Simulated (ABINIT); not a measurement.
# Ge (Fd-3m) in ABINIT: further runs

The runs below take Ge through single point, with PBE, PBEsol.

Everything below comes from runs of ABINIT 10.8.3 (patched build). Logs are shortened: lines on timing, memory, paths and dates and some standing lists are left out, and cuts for length are marked. The log counts tension as positive stress, the text compression.

**Experimental background.**

From “Temperature-dependent photoluminescence in Ge: experiment and theory”, 2020, arxiv:2003.00143, for a bulk crystal of Ge at 0 K: band gap 0.744 eV (indirect).

The results are compared with them further down.

### 1 The structure

The structure is cubic, space group Fd-3m (No. 227). Conventional cell: a = 5.658 Å, b = 5.658 Å, c = 5.658 Å, α = 90.00°, β = 90.00°, γ = 90.00°. Ge (site symmetry -43m) has 4 Ge at 2.45 Å as nearest neighbours.

### 2 Single point, PBE

Input file run.abi:

```
# Pseudopotentials
pp_dirpath "./"
pseudos "Ge.upf"

# Structure
acell 7.5601949712 7.5601949712 7.5601949712
rprim
     0.0000000000     0.7071067812     0.7071067812
     0.7071067812     0.0000000000     0.7071067812
     0.7071067812     0.7071067812     0.0000000000
ntypat 1
znucl 32
natom 2
typat 1 1
xred
     0.7500000000     0.7500000000     0.7500000000
     0.5000000000     0.5000000000     0.5000000000

# Plane-wave basis
ecut 35.0

# k points
kptopt 1
ngkpt 6 6 6
nshiftk 1
shiftk 0.0 0.0 0.0

# Exchange and correlation
ixc 11

# Bands and occupations
nband 18
occopt 3
tsmear 0.00183747

# SCF cycle
nstep 100
tolvrs 1.0e-10

# Output
iomode 3
prtwf 0
prtden 0
prteig 0
prtebands 0
```

Potentials or basis: PseudoDojo NC SR PBE v0.4.1 standard.

Command:

```sh
mpirun --bind-to none -np 4 abinit run.abi > log 2>&1
```

run.abo:

```text
.Version 10.8.3 of ABINIT
 Symmetries : space group Fd -3 m (#227); Bravais cF (face-center cubic)
================================================================================
 Values of the parameters that define the memory need of the present run
     intxc =       0    ionmov =       0      iscf =       7    lmnmax =       6
     lnmax =       6     mgfft =      45  mpssoang =       3    mqgrid =    3001
     natom =       2  nloc_mem =       1    nspden =       1   nspinor =       1
    nsppol =       1      nsym =      48    n1xccc =    2501    ntypat =       1
    occopt =       3   xclevel =       2
       mpw =        3042          nfft =       91125          nkpt =          16
================================================================================
================================================================================

--------------------------------------------------------------------------------
------------- Echo of variables that govern the present computation ------------
--------------------------------------------------------------------------------
 -outvars: echo values of preprocessed input variables --------
            acell      7.5601949712E+00  7.5601949712E+00  7.5601949712E+00 Bohr
              amu      7.26100000E+01
             ecut      3.50000000E+01 Hartree
              ixc          11
         kptrlatt        6    0    0      0    6    0      0    0    6
          kptrlen      4.53611698E+01
            natom           2
            nband          18
            ngfft          45      45      45
             nkpt          16
            nstep         100
             nsym          48
           ntypat           1
           occopt           3
           prtden           0
        prtebands           0
           prteig           0
            prtwf           0
            rprim      0.0000000000E+00  7.0710678120E-01  7.0710678120E-01
                       7.0710678120E-01  0.0000000000E+00  7.0710678120E-01
                       7.0710678120E-01  7.0710678120E-01  0.0000000000E+00
          spgroup         227
           tolvrs      1.00000000E-10
           tsmear      1.83747000E-03 Hartree
            typat      1  1
           xangst      4.2433649972E+00  4.2433649972E+00  4.2433649972E+00
                       2.8289099981E+00  2.8289099981E+00  2.8289099981E+00
            xcart      8.0187976970E+00  8.0187976970E+00  8.0187976970E+00
                       5.3458651313E+00  5.3458651313E+00  5.3458651313E+00
             xred      7.5000000000E-01  7.5000000000E-01  7.5000000000E-01
                       5.0000000000E-01  5.0000000000E-01  5.0000000000E-01
            znucl       32.00000

================================================================================

 chkinp: Checking input parameters for consistency.

================================================================================
== DATASET  1 ==================================================================

--- !DatasetInfo
iteration_state: {dtset: 1, }
dimensions: {natom: 2, nkpt: 16, mband: 18, nsppol: 1, nspinor: 1, nspden: 1, mpw: 3042, }
cutoff_energies: {ecut:  35.0, pawecutdg:  -1.0, }
electrons: {nelect:   2.80000000E+01, charge:   0.00000000E+00, occopt:   3.00000000E+00, tsmear:   1.83747000E-03, }
meta: {optdriver: 0, ionmov: 0, optcell: 0, iscf: 7, paral_kgb: 0, }
...

 Exchange-correlation functional for the present dataset will be:
  GGA: Perdew-Burke-Ernzerhof functional - ixc=11
  J.P.Perdew, K.Burke, M.Ernzerhof, PRL 77, 3865 (1996)

 Real(R)+Recip(G) space primitive vectors, cartesian coordinates (Bohr,Bohr^-1):
 R(1)=  0.0000000  5.3458651  5.3458651  G(1)= -0.0935302  0.0935302  0.0935302
 R(2)=  5.3458651  0.0000000  5.3458651  G(2)=  0.0935302 -0.0935302  0.0935302
 R(3)=  5.3458651  5.3458651  0.0000000  G(3)=  0.0935302  0.0935302 -0.0935302
 Unit cell volume ucvol=  3.0555120E+02 bohr^3
 Angles (23,13,12)=  6.00000000E+01  6.00000000E+01  6.00000000E+01 degrees

 getcut: wavevector=  0.0000  0.0000  0.0000  ngfft=  45  45  45
         ecut(hartree)=     35.000   => boxcut(ratio)=   2.18535

--- Pseudopotential description ------------------------------------------------
- pspini: atom type   1  psp file is ./Ge.upf
12 -101130 2 -1 1560                          pspcod,pspxc,lmax,lloc,mmax
     nproj     2     2     2

   1.73103769E+03                                ecore*ucvol(ha*bohr**3)
--------------------------------------------------------------------------------

================================================================================

--- !BeginCycle
iteration_state: {dtset: 1, }
solver: {iscf: 7, nstep: 100, nline: 4, wfoptalg: 0, }
tolerances: {tolvrs: 1.00E-10, }
...

     iter   Etot(hartree)      deltaE(h)  residm     vres2
 ETOT  1  -176.92054345377    -1.769E+02 8.277E-01 1.283E+02
 ETOT  2  -178.60963036791    -1.689E+00 2.340E-02 1.978E+02
 ETOT  3  -178.63318079375    -2.355E-02 5.716E-03 4.394E+01
 ETOT  4  -178.63634036652    -3.160E-03 9.302E-04 2.024E+01
 ETOT  5  -178.63901817816    -2.678E-03 7.248E-04 3.293E-03
 ETOT  6  -178.63901911515    -9.370E-07 4.238E-05 3.195E-04
 ETOT  7  -178.63901915729    -4.214E-08 4.010E-05 1.840E-06
 ETOT  8  -178.63901915755    -2.583E-10 1.784E-06 4.655E-09
 ETOT  9  -178.63901915755     1.677E-12 2.008E-06 1.854E-09
 ETOT 10  -178.63901915755    -8.242E-13 9.772E-08 1.968E-12

 At SCF step   10       vres2   =  1.97E-12 < tolvrs=  1.00E-10 =>converged.

 Cartesian components of stress tensor (hartree/bohr^3)
  sigma(1 1)= -6.28054465E-05  sigma(3 2)=  0.00000000E+00
  sigma(2 2)= -6.28054465E-05  sigma(3 1)=  0.00000000E+00
  sigma(3 3)= -6.28054465E-05  sigma(2 1)=  0.00000000E+00

--- !ResultsGS
iteration_state: {dtset: 1, }
comment   : Summary of ground state results
lattice_vectors:
- [  0.0000000,   5.3458651,   5.3458651, ]
- [  5.3458651,   0.0000000,   5.3458651, ]
- [  5.3458651,   5.3458651,   0.0000000, ]
lattice_lengths: [   7.56019,    7.56019,    7.56019, ]
lattice_angles: [ 60.000,  60.000,  60.000, ] # degrees, (23, 13, 12)
lattice_volume:   3.0555120E+02
convergence: {deltae: -8.242E-13, res2:  1.968E-12, residm:  9.772E-08, diffor: null, }
etotal    :  -1.78639019E+02
entropy   :   0.00000000E+00
fermie    :   1.50844259E-01
cartesian_stress_tensor: # hartree/bohr^3
- [ -6.28054465E-05,   0.00000000E+00,   0.00000000E+00, ]
- [  0.00000000E+00,  -6.28054465E-05,   0.00000000E+00, ]
- [  0.00000000E+00,   0.00000000E+00,  -6.28054465E-05, ]
pressure_GPa:   1.8478E+00
xred      :
- [  7.5000E-01,   7.5000E-01,   7.5000E-01, Ge]
- [  5.0000E-01,   5.0000E-01,   5.0000E-01, Ge]
cartesian_forces: # hartree/bohr
- [ -2.51843729E-29,  -2.51843729E-29,   2.51843729E-29, ]
- [  2.51843729E-29,   2.51843729E-29,  -2.51843729E-29, ]
force_length_stats: {min:   4.36206135E-29, max:   4.36206135E-29, mean:   4.36206135E-29, }
...

 Integrated electronic density in atomic spheres:
 ------------------------------------------------
 Atom  Sphere_radius  Integrated_density
    1        2.00000         11.55812934
    2        2.00000         11.56178850
================================================================================

 ----iterations are completed or convergence reached----

 Mean square residual over all n,k,spin=   70.059E-11; max=  97.718E-09
 reduced coordinates (array xred) for    2 atoms
       0.750000000000      0.750000000000      0.750000000000
       0.500000000000      0.500000000000      0.500000000000
 rms dE/dt=  2.2528E-27; max dE/dt=  2.6926E-27; dE/dt below (all hartree)
    1      -0.000000000000     -0.000000000000      0.000000000000
    2      -0.000000000000     -0.000000000000      0.000000000000

 cartesian coordinates (angstrom) at end:
    1      4.24336499721219     4.24336499721219     4.24336499721219
    2      2.82890999814146     2.82890999814146     2.82890999814146

 cartesian forces (hartree/bohr) at end:
    1     -0.00000000000000    -0.00000000000000     0.00000000000000
    2      0.00000000000000     0.00000000000000    -0.00000000000000
 frms,max,avg= 2.5184373E-29 2.5184373E-29   0.000E+00  0.000E+00  0.000E+00 h/b

 cartesian forces (eV/Angstrom) at end:
    1     -0.00000000000000    -0.00000000000000     0.00000000000000
    2      0.00000000000000     0.00000000000000    -0.00000000000000
 frms,max,avg= 1.2950325E-27 1.2950325E-27   0.000E+00  0.000E+00  0.000E+00 e/A
 length scales=  7.560194971200  7.560194971200  7.560194971200 bohr
              =  4.000682886028  4.000682886028  4.000682886028 angstroms
 Fermi (or HOMO) energy (hartree) =   0.15084   Average Vxc (hartree)=  -0.36894
 Eigenvalues (hartree) for nkpt=  16  k points:
 kpt#   1, nband= 18, wtk=  0.00463, kpt=  0.0000  0.0000  0.0000 (reduced coord)
  -0.76468   -0.76468   -0.76468   -0.76338   -0.76338   -0.75564   -0.75564   -0.75564
  -0.75522   -0.75522   -0.32029    0.14910    0.14910    0.14910    0.15029    0.24285
   0.24285    0.24285
      occupation numbers for kpt#   1
   2.00000    2.00000    2.00000    2.00000    2.00000    2.00000    2.00000    2.00000
   2.00000    2.00000    2.00000    1.44132    1.44132    1.44132    1.14945    0.00000
   0.00000    0.00000
 prteigrs : prtvol=0 or 1, do not print more k-points.

--- !EnergyTerms
iteration_state     : {dtset: 1, }
comment             : Components of total free energy in Hartree
kinetic             :  1.34076530721702E+02
hartree             :  5.53671519975654E+01
xc                  : -4.36599633773161E+01
Ewald energy        : -9.87503790980594E+01
psp_core            :  5.66529506942261E+00
local_psp           : -1.37123020072462E+02
non_local_psp       : -9.42145754384943E+01
internal            : -1.78638960197642E+02
'-kT*entropy'       : -5.89599057977740E-05
total_energy        : -1.78639019157547E+02
total_energy_eV     : -4.86101534889922E+03
band_energy         : -1.56605547935553E+01
...

 Cartesian components of stress tensor (hartree/bohr^3)
  sigma(1 1)= -6.28054465E-05  sigma(3 2)=  0.00000000E+00
  sigma(2 2)= -6.28054465E-05  sigma(3 1)=  0.00000000E+00
  sigma(3 3)= -6.28054465E-05  sigma(2 1)=  0.00000000E+00

-Cartesian components of stress tensor (GPa)         [Pressure=  1.8478E+00 GPa]
- sigma(1 1)= -1.84780003E+00  sigma(3 2)=  0.00000000E+00
- sigma(2 2)= -1.84780003E+00  sigma(3 1)=  0.00000000E+00
- sigma(3 3)= -1.84780003E+00  sigma(2 1)=  0.00000000E+00

== END DATASET(S) ==============================================================
================================================================================

 -outvars: echo values of variables after computation  --------
            acell      7.5601949712E+00  7.5601949712E+00  7.5601949712E+00 Bohr
           etotal     -1.7863901916E+02
            fcart     -2.5184372941E-29 -2.5184372941E-29  2.5184372941E-29
                       2.5184372941E-29  2.5184372941E-29 -2.5184372941E-29
            rprim      0.0000000000E+00  7.0710678120E-01  7.0710678120E-01
                       7.0710678120E-01  0.0000000000E+00  7.0710678120E-01
                       7.0710678120E-01  7.0710678120E-01  0.0000000000E+00
           strten     -6.2805446530E-05 -6.2805446530E-05 -6.2805446530E-05
                       0.0000000000E+00  0.0000000000E+00  0.0000000000E+00
           xangst      4.2433649972E+00  4.2433649972E+00  4.2433649972E+00
                       2.8289099981E+00  2.8289099981E+00  2.8289099981E+00
             xred      7.5000000000E-01  7.5000000000E-01  7.5000000000E-01
                       5.0000000000E-01  5.0000000000E-01  5.0000000000E-01
 Calculation completed.
```

It took 8.8 s on 4 MPI ranks of Arm Neoverse V2, shared host; peak memory 0.32 GiB.

Results:

```
Free energy                                           : -4861.0153 eV
Band gap on the k mesh                                : none (metal or under the smearing width)
Valence electrons inside the program's atomic spheres : Ge 11.56 (radii [1.0584] Å)
```

Caveat: the cutoff is too short for stress, so the log's stress isn't used; this crystal is a semiconductor, whose small gap the functional closes, so the metal is an error of the method.

### 3 Single point, PBEsol

Input file run.abi:

```
# Pseudopotentials
pp_dirpath "./"
pseudos "Ge.upf"

# Structure
acell 3*1.0
rprim
     0.0000000000     5.3458651312     5.3458651312
     5.3458651312     0.0000000000     5.3458651312
     5.3458651312     5.3458651312     0.0000000000
ntypat 1
znucl 32
natom 2
typat 1 1
xred
     0.7500000000     0.7500000000     0.7500000000
     0.5000000000     0.5000000000     0.5000000000

# Plane-wave basis
ecut 35.0

# k points
kptopt 1
ngkpt 6 6 6
nshiftk 1
shiftk 0.0 0.0 0.0

# Exchange and correlation
ixc -116133

# Bands and occupations
nband 18
occopt 3
tsmear 0.05 eV

# SCF cycle
nstep 100
tolvrs 1.0e-10

# Output
iomode 3
prtwf 0
prtden 0
prteig 0
prtebands 0
enunit 2
```

Potentials or basis: PseudoDojo NC SR PBEsol v0.4.1 standard.

Command:

```sh
mpirun --bind-to none -np 4 abinit run.abi > log 2>&1
```

It took 9.3 s on 4 MPI ranks of Arm Neoverse V2, shared host; peak memory 0.32 GiB.

It converged, with:

| Item | Value |
| --- | --- |
| Free energy | -4854.5321 eV |
| Pressure | -1.2 GPa |
| Band gap on the k mesh | none (metal or under the smearing width) |
| Valence electrons inside the program's atomic spheres | Ge 11.56 (radii [1.0584] Å) |

Levels at points of the mesh, in eV from the Fermi level:
```tsv
k point	band 12	band 13	band 14	band 15	band 16	band 17
(0.00, 0.00, 0.00)	-0.04	-0.02	-0.02	-0.02	2.51	2.51
(0.50, 0.00, 0.00)	-7.65	-1.43	-1.43	0.10	3.68	3.68
(0.50, 0.50, 0.00)	-8.92	-3.11	-3.11	0.64	0.64	9.46
```

Caveat: this crystal is a semiconductor, whose small gap the functional closes, so the metal is an error of the method.

### 4 How close it comes

Step 3. A measured gap of Ge is 0.744 eV (indirect; 0 K; “Temperature-dependent photoluminescence in Ge: experiment and theory”, 2020, arxiv:2003.00143); the calculated 0.00 eV misses it by -0.74 eV. 3 values of this kind are on record (0.666 to 0.807 eV); this one was drawn at random among those near their median. Spin-orbit coupling on Ge is left out. The value is that of PBEsol on a finite k mesh, which can miss the band edges, without temperature or zero-point motion. Semilocal functionals fall short of measured gaps as a rule.
